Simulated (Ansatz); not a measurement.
# CdF2: a vibration from a frozen displacement

Method: DFT r2SCAN, scalar-relativistic, plane waves, PAW (Ansatz). Settings: plane waves to 500 eV, k-mesh 8×8×8 (Γ-centred), Gaussian smearing 0.05 eV. No spin polarisation. Energies are free energies at this smearing, counted from the undisturbed cell; pressure is positive in compression.

Zero of the scan (as given, not relaxed at this level; it stands at 0.0 GPa):

```
Cd F
1.0
     0.00000    2.69400    2.69400
     2.69400    0.00000    2.69400
     2.69400    2.69400    0.00000
Cd F
1 2
Cartesian
  0.0000 0.0000 0.0000
  1.3470 1.3470 1.3470
  4.0410 4.0410 4.0410
```

Every Cd atom is moved by x along the Cartesian unit vector (0.577, 0.577, 0.577); the cell and all other atoms stay fixed. The cell's volume is 39.10 Å³; the moved atoms weigh 112.414 u together and the others 37.997 u. Some rows repeat others by symmetry and weren't run.

| x (Å) | ΔE (meV/cell) | total force on the moved atoms along the move (eV/Å) | pressure (GPa) |
| --- | --- | --- | --- |
| -0.3000 | 293.80 | 2.3611 | 5.6648 |
| -0.2625 | 214.26 | 1.8943 | 4.2491 |
| -0.2250 | 150.80 | 1.5013 | 3.0701 |
| -0.1875 | 100.92 | 1.1676 | 2.1065 |
| -0.1500 | 62.64 | 0.8811 | 1.3412 |
| -0.1125 | 34.39 | 0.6305 | 0.7601 |
| -0.0750 | 15.02 | 0.4062 | 0.3527 |
| -0.0375 | 3.72 | 0.1988 | 0.1112 |
| 0.0000 | 0.00 | 0.0000 | 0.0312 |
| 0.0375 | 3.72 | -0.1988 | 0.1112 |
| 0.0750 | 15.02 | -0.4062 | 0.3527 |
| 0.1125 | 34.39 | -0.6305 | 0.7601 |
| 0.1500 | 62.64 | -0.8811 | 1.3412 |
| 0.1875 | 100.92 | -1.1676 | 2.1065 |
| 0.2250 | 150.80 | -1.5013 | 3.0701 |
| 0.2625 | 214.26 | -1.8943 | 4.2491 |
| 0.3000 | 293.80 | -2.3611 | 5.6648 |

Problem. What frequency belongs to this motion?

Solution. The force constant is k = −dF/dx = 5.302 eV/Å², from the parabola through x = -0.0375, 0 and 0.0375. In every cell the moved atoms swing against the rest, so the mass is μ = m₁m₂/(m₁ + m₂) = 28.398 u, and ν̃ = 521.5 cm⁻¹ × √(|k|/μ) = 225 cm⁻¹. To first order in x, and within 1 %, the force on every atom lies along the move and, within each of the two groups, in proportion to the atom's mass, so this is itself a mode at the zone centre of this cell, taken without macroscopic field (the transverse frequency in a polar insulator).

Problem. How far does the harmonic law reach?

Solution. At x = -0.300 Å, kx²/2 = 238.61 meV against the computed 293.80 meV (+23.1 %): the well stiffens in this direction at large amplitude.

Problem. The pressure changes with x². What does that say about the frequency under compression?

Solution. With E = k(V)x²/2, k ∝ V^(−2γ) and x scaling with the cell as V^(1/3), P − P0 = −∂E/∂V = (2γ − 2/3) ΔE/V. At x = 0.0750 Å, V(P − P0) = 39.10 × 0.32144 / 160.2 eV = 78.45 meV and ΔE = 15.02 meV, so γ = 1/3 + V(P − P0)/(2ΔE) = 2.94. This is the Grüneisen parameter of the motion under uniform scaling of the cell: shrinking the cell evenly by 1 % in volume raises the frequency by about 2.94 %.